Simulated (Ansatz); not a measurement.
Runs of Ansatz 0.2.0 on Cu. It takes space group Cmcm (No. 63, orthorhombic). The conventional cell has a = 2.437 Å, b = 7.953 Å, c = 2.475 Å, α = 90.00°, β = 90.00°, γ = 90.00°. Cu (site symmetry m2m) has 10 Cu at 2.44 to 2.54 Å as nearest neighbours. This isn't the form of Cu at room conditions, which is fcc.

```csv
task,level,U,cell,cutoff (eV),gap on the mesh (eV),pressure (GPa),relaxed volume (Å³/atom),largest force (eV/Å)
density of states,PBE+U,Cu d U = 5 eV,as given,329,none,8.7,-,0.04
relaxation of cell and atoms,PBE,-,relaxed,-,-,0.0,(b),-
relaxation of cell and atoms,PBE+D3(BJ),-,relaxed,-,-,0.0,11.88,-
density of states,PBE+U,Cu d U = 3 eV,as given,329,none,7.7,-,0.04
density of states,PBE+U,Cu d U = 8 eV,as given,329,none,10.2,-,(a)
```

Alike in all rows: potentials or basis all-electron LAPW, scalar-relativistic; no spin polarisation; k mesh 11 × 11 × 11; smearing fermi-dirac 0.05 eV; basis error allowed 0.001 eV/atom.

**Question.** Fill in the values left out.

**Answer.** (a) 0.05; (b) 12.56.

Caveats: U is the effective U less J, on atomic orbitals that reach past the spheres (some runs); U without spin polarisation on a metal has little footing (some runs); the U is typed as a test and isn't derived for this compound (some runs).

A gap of «none» marks a metal or a gap under the smearing width.
